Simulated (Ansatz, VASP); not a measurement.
One calculation of AlN, two programs

```xyz
4
Lattice="3.1068 0.0000 0.0000 -1.5534 2.6905 0.0000 0.0000 0.0000 4.9788" Properties=species:S:1:pos:R:3 pbc="T T T"
Al    1.5534    0.8968    2.4735
Al    0.0000    1.7937    4.9629
N     1.5534    0.8968    4.3724
N     0.0000    1.7937    1.8830
```

Alike in both runs: functional r2SCAN; k mesh 6 × 6 × 4; occupations gaussian, width 0.1 eV; no spin polarisation.

Ansatz relaxed the structure, and its values are those at the end. VASP's run is a single point on that final structure, the one shown.

```csv
,VASP,Ansatz
version,VASP 6.6.1,Ansatz 0.2.0
potentials or method,"VASP PAW PBE potentials, release 64 (Al, N)","scalar-relativistic, plane waves, PAW"
plane-wave cutoff (eV),520,500
valence electrons in the cell,16,16
```

VASP gave:

- gap on the k mesh at the Fermi level (eV): 4.92
- least direct gap on the mesh (eV): 4.92
- pressure (GPa): -0.4
- rms of the force components (eV/Å): 0.010

Which values does Ansatz return?

gap on the k mesh at the Fermi level (eV): 4.88; least direct gap on the mesh (eV): 4.88; pressure (GPa): 0.0; rms of the force components (eV/Å): 0.009.

The functional is the same, so the differences come from potentials, cutoffs and numerics.

Caveats: the PAW data sets were made with another functional, which shifts forces and pressure a little (VASP).
